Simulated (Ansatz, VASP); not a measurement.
## Two plane-wave programs on Al2O3

INCAR

```
SYSTEM = Al2O3
ALGO = Normal
EDIFF = 1E-6
ENCUT = 520
GGA = PE
ISIF = 2
ISMEAR = -1
LASPH = .True.
LCHARG = .True.
LELF = .True.
LREAL = .False.
LVHAR = .True.
LWAVE = .False.
NBANDS = 35
NELM = 80
PREC = Accurate
SIGMA = 0.02
```

Contents of KPOINTS:

```
k-points
0
Gamma
  6 6 6
  0 0 0
```

Contents of POSCAR:

```
Al2O3
1.0
    2.3793614130      1.3737249523      4.3315939886
   -2.3793614130      1.3737249523      4.3315939886
    0.0000000000     -2.7474499046      4.3315939886
Al O
4 6
Direct
    0.8519115234      0.8519115234      0.8519115234
    0.3519115234      0.3519115234      0.3519115234
    0.1480884766      0.1480884766      0.1480884766
    0.6480884766      0.6480884766      0.6480884766
    0.4436339008      0.0563660992      0.7500000000
    0.0563660992      0.7500000000      0.4436339008
    0.5563660992      0.9436339008      0.2500000000
    0.2500000000      0.5563660992      0.9436339008
    0.9436339008      0.2500000000      0.5563660992
    0.7500000000      0.4436339008      0.0563660992
```

Input for Ansatz:

```yaml
crystal:
  lattice:
    - [2.379361413, 1.3737249523, 4.3315939886]
    - [-2.379361413, 1.3737249523, 4.3315939886]
    - [0.0, -2.7474499046, 4.3315939886]
  atoms:
    - { symbol: Al, position: [0.8519115234, 0.8519115234, 0.8519115234] }
    - { symbol: Al, position: [0.3519115234, 0.3519115234, 0.3519115234] }
    - { symbol: Al, position: [0.1480884766, 0.1480884766, 0.1480884766] }
    - { symbol: Al, position: [0.6480884766, 0.6480884766, 0.6480884766] }
    - { symbol: O, position: [0.4436339008, 0.0563660992, 0.75] }
    - { symbol: O, position: [0.0563660992, 0.75, 0.4436339008] }
    - { symbol: O, position: [0.5563660992, 0.9436339008, 0.25] }
    - { symbol: O, position: [0.25, 0.5563660992, 0.9436339008] }
    - { symbol: O, position: [0.9436339008, 0.25, 0.5563660992] }
    - { symbol: O, position: [0.75, 0.4436339008, 0.0563660992] }
kpoints:
  mp_grid: { grid: [6, 6, 6] }
  band_path:
    path:
      - [[0.0, 0.0, 0.0], [0.5, 0.5, 0.5], [0.7662811644876, 0.2337188355124, 0.5]]
      - [[0.5, -0.2337188355124, 0.2337188355124], [0.5, 1.259847671929e-16, -8.568951333647e-18], [0.0, 0.0, 0.0], [0.3668594177562, -0.3668594177562, -5.037389226968e-19]]
      - [[0.6331405822438, 1.239827370871e-16, 0.3668594177562], [0.5, 6.789164974314e-17, 0.5], [0.0, 0.0, 0.0]]
    npoints: 10
hamiltonian:
  xc: pbe
scf:
  occupations: { method: fermi_dirac, width: 0.02 }
  n_extra_bands: 6
output:
  forces: true
  stress: true
  eigenvalues: true
  write_density: true
  write_potential: true
  elf: true
  volumetric_format: npy
```

The cell was built by a generator and needn't be a form met in nature.

Alike in both runs: task single point; functional PBE; k mesh 6 × 6 × 6; occupations fermi-dirac, width 0.02 eV; no spin polarisation.

```csv
,VASP,Ansatz
version,VASP 6.6.1,Ansatz 0.2.0
potentials or method,"VASP PAW PBE potentials, release 64 (Al, O)","plane waves, PAW"
plane-wave cutoff (eV),520,420
valence electrons in the cell,48,48
```

|  | VASP | Ansatz | Ansatz less VASP |
| --- | --- | --- | --- |
| gap on the k mesh at the Fermi level (eV) | 6.24 | 6.24 | +0.002 |
| pressure (GPa) | 7.4 | 7.6 | +0.14 |
| largest component of the traceless stress (GPa) | 0.37 | 0.34 | -0.029 |
| rms of the force components (eV/Å) | 0.015 | 0.015 | -0.0008 |

Atom by atom the forces differ by 0.001 eV/Å (rms over components).

A k mesh can miss the band edges. Expect the measured gap to be larger: semilocal functionals such as PBE lack the derivative discontinuity.
